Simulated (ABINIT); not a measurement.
# W (Im-3m) in ABINIT: further runs

One crystal, W, is run at these levels: revPBE, BLYP; tasks: band structure.

Program: ABINIT 10.8.3 (patched build). These are calculated values, not measurements. Logs are shortened: lines on timing, memory, paths and dates and some standing lists are left out, and cuts for length are marked. The log counts tension as positive stress, the text compression.

## Step 1: The structure

Symmetry: Im-3m, No. 229, cubic system. Conventional cell: a = 3.165 Å, b = 3.165 Å, c = 3.165 Å, α = 90.00°, β = 90.00°, γ = 90.00°. Around W (site symmetry m-3m) lie 8 W at 2.74 Å.

## Step 2: Band structure, revPBE, spin-orbit coupling, no magnetisation

Input file run.abi:

```
# Datasets: ground state, then fixed potential
ndtset 2

# Pseudopotentials
pp_dirpath "./"
pseudos "W.GGA_PBE-JTH.xml"

# Structure
acell 5.1791760466 5.1791760466 5.1791760466
rprim
    -0.5773502692     0.5773502692     0.5773502692
     0.5773502692    -0.5773502692     0.5773502692
     0.5773502692     0.5773502692    -0.5773502692
ntypat 1
znucl 74
natom 1
typat 1
xcart
     0.0000000000     0.0000000000     0.0000000000

# Plane-wave basis
ecut 16.0
pawecutdg 32.0

# Exchange and correlation
ixc 14

# Bands and occupations
occopt 3
tsmear 0.00183747

# Spin
nspinor 2
nspden 1
pawspnorb 1

# SCF cycle
nstep 100

# Output
iomode 3
prtwf 0
prteig 0
prtebands 0
enunit 1
prtden1 1

# Dataset 1
kptopt1 4
ngkpt1 12 12 12
nshiftk1 1
shiftk1 0.0 0.0 0.0
nband1 22
tolvrs1 1.0e-9

# Dataset 2: bands along G-H-N-G-P-H
iscf2 -2
getden2 1
nband2 34
nbdbuf2 8
tolwfr2 1.0e-11
kptopt2 -5
ndivsm2 6
prteig2 1
kptbounds2
     0.0000000000     0.0000000000     0.0000000000
     0.5000000000    -0.5000000000     0.5000000000
     0.0000000000     0.0000000000     0.5000000000
     0.0000000000     0.0000000000     0.0000000000
     0.2500000000     0.2500000000     0.2500000000
     0.5000000000    -0.5000000000     0.5000000000
```

Potentials or basis: JTH PAW PBE v2.0.

The run is started by

```
$ abinit run.abi > log 2>&1
```

run.abo:

```text
.Version 10.8.3 of ABINIT
 DATASET    1 : space group I4 3 2 (#211); Bravais cI (body-center cubic)
================================================================================
 Values of the parameters that define the memory need for DATASET  1.
     intxc =       0    ionmov =       0      iscf =      17    lmnmax =      18
     lnmax =       6     mgfft =      20  mpssoang =       3    mqgrid =    3001
     natom =       1  nloc_mem =       2    nspden =       1   nspinor =       2
    nsppol =       1      nsym =      24    n1xccc =       1    ntypat =       1
    occopt =       3   xclevel =       2
       mpw =         339          nfft =        8000          nkpt =          88
 PAW method is used; the additional fine FFT grid is defined by:
   mgfftf=        30    nfftf =     27000
================================================================================
================================================================================

 DATASET    2 : space group I4 3 2 (#211); Bravais cI (body-center cubic)
================================================================================
 Values of the parameters that define the memory need for DATASET  2.
     intxc =       0    ionmov =       0      iscf =      -2    lmnmax =      18
     lnmax =       6     mgfft =      20  mpssoang =       3    mqgrid =    3001
     natom =       1  nloc_mem =       2    nspden =       1   nspinor =       2
    nsppol =       1      nsym =      24    n1xccc =       1    ntypat =       1
    occopt =       3   xclevel =       2
       mpw =         339          nfft =        8000          nkpt =          35
 PAW method is used; the additional fine FFT grid is defined by:
   mgfftf=        30    nfftf =     27000
================================================================================
================================================================================

--------------------------------------------------------------------------------
------------- Echo of variables that govern the present computation ------------
--------------------------------------------------------------------------------
 -outvars: echo values of preprocessed input variables --------
            acell      5.1791760466E+00  5.1791760466E+00  5.1791760466E+00 Bohr
              amu      1.83850000E+02
             ecut      1.60000000E+01 Hartree
           enunit           1
           getden1          0
           getden2          1
             iscf1         17
             iscf2         -2
                       outvar_i_n : Printing only first  50 k-points.
              ixc          14
           jdtset        1    2
                       outvar_i_n : Printing only first  50 k-points.
           kptopt1          4
           kptopt2         -5
         kptrlatt       12    0    0      0   12    0      0    0   12
          kptrlen1     6.21501126E+01
          kptrlen2     3.00000000E+01
            natom           1
            nband1         22
            nband2         34
           nbdbuf1          0
           nbdbuf2          8
           ndtset           2
           ndivsm1          0
           ndivsm2          6
            ngfft          20      20      20
          ngfftdg          30      30      30
             nkpt1         88
             nkpt2         35
          nspinor           2
            nstep         100
             nsym          24
           ntypat           1
                       prtocc : prtvol=0, do not print more k-points.
           occopt           3
        pawcpxocc           2
        pawecutdg      3.20000000E+01 Hartree
        pawspnorb           1
         pawxcdev           0
[... 236 lines left out ...]
 R(3)=  2.9901987  2.9901987 -2.9901987  G(3)=  0.1672130  0.1672130  0.0000000
 Unit cell volume ucvol=  1.0694491E+02 bohr^3
 Angles (23,13,12)=  1.09471221E+02  1.09471221E+02  1.09471221E+02 degrees

 Coarse grid specifications (used for wave-functions):

 getcut: wavevector=  0.0000  0.0000  0.0000  ngfft=  20  20  20
         ecut(hartree)=     16.000   => boxcut(ratio)=   2.14994

 Fine grid specifications (used for densities):

 getcut: wavevector=  0.0000  0.0000  0.0000  ngfft=  30  30  30
         ecut(hartree)=     32.000   => boxcut(ratio)=   2.27468

 getcut : COMMENT -
  Note that boxcut > 2.2 ; recall that boxcut=Gcut(box)/Gcut(sphere) = 2
  is sufficient for exact treatment of convolution.
  Such a large boxcut is a waste : you could raise ecut
  e.g. ecut=   41.393383 Hartrees makes boxcut=2

--------------------------------------------------------------------------------

================================================================================
 Non-SCF case, kpt    1 (  0.00000  0.00000  0.00000), residuals and eigenvalues=
  5.92E-12  9.71E-12  4.90E-12  1.99E-12  7.32E-12  1.94E-12  2.61E-12  4.37E-12
  3.24E-12  5.57E-12  5.25E-12  4.52E-12  7.54E-12  8.92E-12  5.61E-12  3.35E-12
  3.19E-12  1.07E-12  3.19E-12  9.48E-13  6.32E-12  9.18E-12  1.31E-12  1.96E-12
  2.85E-12  9.21E-12  3.19E-09  9.42E-09  1.83E-08  4.81E-07  2.95E-07  2.65E-06
  4.74E-10  2.91E-09
 -2.3650E+00 -2.3650E+00 -1.2514E+00 -1.2514E+00 -9.1885E-01 -9.1885E-01
 -9.1885E-01 -9.1885E-01  8.0024E-03  8.0024E-03  3.1040E-01  3.1040E-01
  3.1040E-01  3.1040E-01  3.2922E-01  3.2922E-01  4.4788E-01  4.4788E-01
  4.4788E-01  4.4788E-01  9.0557E-01  9.0557E-01  9.0557E-01  9.0557E-01
  9.0557E-01  9.0557E-01  1.3487E+00  1.3487E+00  1.3487E+00  1.3487E+00
  1.4113E+00  1.4113E+00  1.4922E+00  1.4922E+00
 Non-SCF case, kpt    2 (  0.06250 -0.06250  0.06250), residuals and eigenvalues=
[... 393 lines left out ...]
  1.0104E+00  1.0104E+00  1.1943E+00  1.1943E+00  1.1958E+00  1.1958E+00
  1.2875E+00  1.2875E+00  1.6518E+00  1.6518E+00
 Non-SCF case, kpt   35 (  0.50000 -0.50000  0.50000), residuals and eigenvalues=
  9.61E-13  3.84E-12  1.42E-12  5.15E-12  2.76E-12  3.70E-12  2.65E-12  5.61E-12
  1.33E-12  1.81E-12  2.99E-12  6.08E-12  9.01E-13  3.56E-12  3.75E-12  4.30E-12
  1.09E-12  2.15E-12  1.21E-12  7.06E-12  2.37E-12  7.24E-12  4.19E-12  2.01E-12
  3.31E-12  5.47E-12  9.80E-12  3.07E-12  1.63E-12  7.31E-12  8.20E-12  2.37E-12
  2.70E-04  2.72E-04
 -2.3564E+00 -2.3564E+00 -1.2726E+00 -1.2726E+00 -9.5940E-01 -9.5940E-01
 -9.5940E-01 -9.5940E-01  1.4813E-01  1.4813E-01  1.4813E-01  1.4813E-01
  5.4369E-01  5.4369E-01  5.4369E-01  5.4369E-01  5.7045E-01  5.7045E-01
  6.1365E-01  6.1365E-01  6.9629E-01  6.9629E-01  6.9629E-01  6.9629E-01
  9.5651E-01  9.5651E-01  1.2133E+00  1.2133E+00  1.2133E+00  1.2133E+00
  1.2652E+00  1.2652E+00  1.7296E+00  1.7298E+00

--- !ResultsGS
iteration_state: {dtset: 2, }
comment   : Summary of ground state results
lattice_vectors:
- [ -2.9901987,   2.9901987,   2.9901987, ]
- [  2.9901987,  -2.9901987,   2.9901987, ]
- [  2.9901987,   2.9901987,  -2.9901987, ]
lattice_lengths: [   5.17918,    5.17918,    5.17918, ]
lattice_angles: [109.471, 109.471, 109.471, ] # degrees, (23, 13, 12)
lattice_volume:   1.0694491E+02
convergence: {deltae:  0.000E+00, res2:  0.000E+00, residm:  9.998E-12, diffor:  0.000E+00, }
etotal    :  -6.89888036E+01
entropy   :   0.00000000E+00
fermie    :   3.60475304E-01
cartesian_stress_tensor: null
pressure_GPa: null
xred      :
- [  0.0000E+00,   0.0000E+00,   0.0000E+00,  W]
cartesian_forces: null
force_length_stats: {min: null, max: null, mean: null, }
...

 Integrated electronic density in atomic spheres:
 ------------------------------------------------
 Atom  Sphere_radius  Integrated_density
    1        2.41189         11.75263335

================================================================================

 ----iterations are completed or convergence reached----

 Mean square residual over all n,k,spin=   42.451E-13; max=  99.981E-13
 reduced coordinates (array xred) for    1 atoms
       0.000000000000      0.000000000000      0.000000000000

 cartesian coordinates (angstrom) at end:
    1      0.00000000000000     0.00000000000000     0.00000000000000
 length scales=  5.179176046600  5.179176046600  5.179176046600 bohr
              =  2.740701933256  2.740701933256  2.740701933256 angstroms
 Eigenvalues (   eV  ) for nkpt=  35  k points:
 kpt#   1, nband= 34, wtk=  1.00000, kpt=  0.0000  0.0000  0.0000 (reduced coord)
 -64.35410  -64.35410  -34.05125  -34.05125  -25.00330  -25.00330  -25.00330  -25.00330
   0.21776    0.21776    8.44637    8.44637    8.44637    8.44637    8.95860    8.95860
  12.18734   12.18734   12.18734   12.18734   24.64191   24.64191   24.64191   24.64191
  24.64191   24.64191   36.69929   36.69929   36.69929   36.69929   38.40300   38.40307
  40.60492   40.60492
 kpt#   2, nband= 34, wtk=  1.00000, kpt=  0.0625 -0.0625  0.0625 (reduced coord)
 -64.34414  -64.34414  -34.07968  -34.07968  -25.07994  -25.07994  -25.04422  -25.04422
   0.59958    0.59958    8.40935    8.40935    8.52705    8.52705    9.01431    9.01431
  11.62325   11.62325   12.38362   12.38362   25.24813   25.24813   25.27705   25.27705
  25.29658   25.29658   33.07689   33.07689   37.23900   37.23900   38.59377   38.59377
  40.21686   40.21704
 kpt#   3, nband= 34, wtk=  1.00000, kpt=  0.1250 -0.1250  0.1250 (reduced coord)
 -64.31592  -64.31592  -34.15730  -34.15730  -25.27876  -25.27876  -25.16118  -25.16118
   1.66495    1.66495    8.38482    8.38482    8.64068    8.64068    9.35774    9.35774
  10.31442   10.31442   12.88712   12.88712   26.68270   26.68270   27.02606   27.02606
  27.08798   27.08798   28.66977   28.66977   36.99694   36.99694   38.65739   38.65739
[... 179 lines left out ...]
  30.66972   30.66972   31.36802   31.36802   31.48543   31.48543   36.81076   36.81076
  40.95666   40.95666
 kpt#  34, nband= 34, wtk=  1.00000, kpt=  0.4643 -0.3929  0.4643 (reduced coord)
 -64.12776  -64.12776  -34.61624  -34.61624  -26.11947  -26.11947  -26.04551  -26.04551
   4.26735    4.26735    4.28617    4.28617   12.78165   12.78165   14.40561   14.40561
  14.68082   14.68082   17.84867   17.84867   19.47227   19.47227   19.57225   19.57225
  27.49562   27.49562   32.49909   32.49909   32.54060   32.54060   35.03420   35.03420
  44.94848   44.94872
 kpt#  35, nband= 34, wtk=  1.00000, kpt=  0.5000 -0.5000  0.5000 (reduced coord)
 -64.11976  -64.11976  -34.63010  -34.63010  -26.10658  -26.10658  -26.10658  -26.10658
   4.03094    4.03094    4.03094    4.03094   14.79469   14.79469   14.79469   14.79469
  15.52267   15.52267   16.69839   16.69839   18.94710   18.94710   18.94710   18.94710
  26.02797   26.02797   33.01684   33.01684   33.01684   33.01684   34.42816   34.42816
  47.06603   47.07048

== END DATASET(S) ==============================================================
================================================================================

 -outvars: echo values of variables after computation  --------
            acell      5.1791760466E+00  5.1791760466E+00  5.1791760466E+00 Bohr
           etotal1    -6.8988803649E+01
            fcart1    -0.0000000000E+00 -0.0000000000E+00 -0.0000000000E+00
            rprim     -5.7735026920E-01  5.7735026920E-01  5.7735026920E-01
                       5.7735026920E-01 -5.7735026920E-01  5.7735026920E-01
                       5.7735026920E-01  5.7735026920E-01 -5.7735026920E-01
           strten1    -3.0486530726E-04 -3.0486530726E-04 -3.0486530726E-04
                       0.0000000000E+00  0.0000000000E+00  0.0000000000E+00
 Calculation completed.
```

Wall time 51 s (1 thread of Arm Neoverse V1, shared host); peak memory 0.11 GiB.

What came out:

* Free energy: -1877.2810 eV
* Pressure: 9.0 GPa
* Band gap on the k mesh: none (metal or under the smearing width)
* Valence electrons inside the program's atomic spheres: W 11.75 (radii [1.2763] Å)

Levels at the corners of the path, in eV from the Fermi level:
```csv
point,band 11,band 12,band 13,band 14,band 15,band 16,band 17,band 18
Γ,-1.36,-1.36,-1.36,-1.36,-0.85,-0.85,2.38,2.38
H,-5.78,-5.78,4.99,4.99,4.99,4.99,5.71,5.71
N,-3.52,-3.52,0.75,0.75,2.20,2.20,3.22,3.22
Γ,-1.36,-1.36,-1.36,-1.36,-0.85,-0.85,2.38,2.38
P,-2.73,-2.73,-2.73,-2.73,3.38,3.38,3.38,3.38
H,-5.78,-5.78,4.99,4.99,4.99,4.99,5.71,5.71
```

Caveat: the PAW data sets were made with another functional, which shifts forces and pressure a little.

## Step 3: Band structure, BLYP

Changes to run.abi since step 2:

```diff
@@ -18,3 +18,3 @@
 xcart
-     0.0000000000     0.0000000000     0.0000000000
+     0.0000000000     0.0000000000     0.0000000000 Angstrom
 
@@ -25,3 +25,3 @@
 # Exchange and correlation
-ixc 14
+ixc -106131
 
@@ -29,8 +29,3 @@
 occopt 3
-tsmear 0.00183747
-
-# Spin
-nspinor 2
-nspden 1
-pawspnorb 1
+tsmear 0.05 eV
 
@@ -44,7 +39,9 @@
 prtebands 0
-enunit 1
 prtden1 1
+prtvha1 1
+prtvclmb1 1
+prtpot1 1
 
 # Dataset 1
-kptopt1 4
+kptopt1 1
 ngkpt1 12 12 12
@@ -52,3 +49,3 @@
 shiftk1 0.0 0.0 0.0
-nband1 22
+nband1 11
 tolvrs1 1.0e-9
@@ -58,4 +55,4 @@
 getden2 1
-nband2 34
-nbdbuf2 8
+nband2 17
+nbdbuf2 4
 tolwfr2 1.0e-11
@@ -64,2 +61,3 @@
 prteig2 1
+prtvol2 -3
 kptbounds2
```

Potentials or basis: JTH PAW PBE v2.0.

The run is started by

```
$ abinit run.abi > log 2>&1
```

run.abo:

```text
.Version 10.8.3 of ABINIT
 DATASET    1 : space group Im -3 m (#229); Bravais cI (body-center cubic)
================================================================================
 Values of the parameters that define the memory need for DATASET  1.
     intxc =       0    ionmov =       0      iscf =      17    lmnmax =      18
     lnmax =       6     mgfft =      20  mpssoang =       3    mqgrid =    3001
     natom =       1  nloc_mem =       2    nspden =       1   nspinor =       1
    nsppol =       1      nsym =      48    n1xccc =       1    ntypat =       1
    occopt =       3   xclevel =       2
       mpw =         339          nfft =        8000          nkpt =          72
 PAW method is used; the additional fine FFT grid is defined by:
   mgfftf=        30    nfftf =     27000
================================================================================
================================================================================

[... 726 lines left out ...]
  -2.34009   -1.04323   -1.04323   -1.03144    0.20210    0.20210    0.37937    0.51579
   0.51579    0.72858    0.75715    0.75715    1.14130    1.18043    1.18043    1.37451
   1.52554
 kpt#  34, nband= 17, wtk=  1.00000, kpt=  0.4643 -0.3929  0.4643 (reduced coord)
  -2.33938   -1.04260   -1.04260   -1.03929    0.17683    0.17683    0.49046    0.54756
   0.54756    0.71372    0.71372    0.72046    1.02268    1.22051    1.22051    1.30953
   1.67441
 kpt#  35, nband= 17, wtk=  1.00000, kpt=  0.5000 -0.5000  0.5000 (reduced coord)
  -2.33907   -1.04225   -1.04225   -1.04225    0.16777    0.16777    0.56567    0.56567
   0.56567    0.69059    0.69059    0.69059    0.96830    1.23874    1.23874    1.28753
   1.77834

== END DATASET(S) ==============================================================
================================================================================

 -outvars: echo values of variables after computation  --------
            acell      5.1791760466E+00  5.1791760466E+00  5.1791760466E+00 Bohr
           etotal1    -6.8949870614E+01
            fcart1    -0.0000000000E+00 -0.0000000000E+00 -0.0000000000E+00
            rprim     -5.7735026920E-01  5.7735026920E-01  5.7735026920E-01
                       5.7735026920E-01 -5.7735026920E-01  5.7735026920E-01
                       5.7735026920E-01  5.7735026920E-01 -5.7735026920E-01
           strten1    -5.0988073977E-04 -5.0988073977E-04 -5.0988073977E-04
                       0.0000000000E+00  0.0000000000E+00  0.0000000000E+00
 Calculation completed.
```

Wall time 14 s (1 thread of Arm Neoverse V1, shared host); peak memory 0.1 GiB.

What came out:

* Free energy: -1876.2216 eV
* Pressure: 15.0 GPa
* Band gap on the k mesh: none (metal or under the smearing width)
* Valence electrons inside the program's atomic spheres: W 11.81 (radii [1.2763] Å)

Levels at the corners of the path, in eV from the Fermi level:
| point | band 4 | band 5 | band 6 | band 7 | band 8 | band 9 | band 10 | band 11 |
| --- | --- | --- | --- | --- | --- | --- | --- | --- |
| Γ | -37.77 | -9.46 | -1.28 | -1.28 | -1.28 | 2.24 | 2.24 | 15.10 |
| H | -38.67 | -5.74 | -5.74 | 5.08 | 5.08 | 5.08 | 8.48 | 8.48 |
| N | -37.78 | -6.19 | -3.58 | 0.95 | 2.10 | 3.06 | 6.06 | 10.99 |
| Γ | -37.77 | -9.46 | -1.28 | -1.28 | -1.28 | 2.24 | 2.24 | 15.10 |
| P | -38.42 | -2.89 | -2.89 | -2.89 | 3.23 | 3.23 | 6.63 | 12.43 |
| H | -38.67 | -5.74 | -5.74 | 5.08 | 5.08 | 5.08 | 8.48 | 8.48 |

Caveat: so large a pressure means that the cell lies far from this level's equilibrium, or that cutoff or potentials fall short; the potentials were made for another functional, which shifts forces and pressure; spin-orbit coupling is left out, which moves the levels of the heavy elements.
